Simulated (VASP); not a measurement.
The system is SnS2 (Berndtite-2T).

```xyz
3
Lattice="3.6671 0.0000 0.0000 -1.8335 3.1758 0.0000 0.0000 0.0000 5.8110" Properties=species:S:1:pos:R:3 pbc="T T T"
Sn    3.6671    0.0000    0.0000
S     0.0000    2.1172    1.4781
S     1.8335    1.0586    4.3330
```

Base run:

```yaml
Program: VASP 6.6.1
Functional: PBE0
Potentials_or_basis: VASP PAW PBE potentials, release 64 (Sn_d, S)
Cutoff: 520 eV
k_mesh: 6 × 6 × 3
Occupations: gaussian, width 0.03 eV
Spin: no spin polarisation
```

Its results: band gap on the k mesh 2.89 eV, indirect (least direct gap 3.40 eV); pressure -1.1 GPa; largest force 0.542 eV/Å.

Q: The run is repeated on the same cell with these changes: functional from PBE0 to PBE. What comes out?

A: Band gap on the k mesh 1.31 eV, indirect (least direct gap 1.75 eV); pressure 2.5 GPa; largest force 0.030 eV/Å.

PBE0 gives the wider gap, since exact exchange removes part of the self-interaction.

Caveats: spin-orbit coupling is left out, which moves the levels of the heavy elements; this functional lacks dispersion, which binds the layers, so the pressure and a relaxed spacing across them are unreliable; the PAW data sets were made with another functional, which shifts forces and pressure a little (some runs).

A k mesh can miss the band edges.
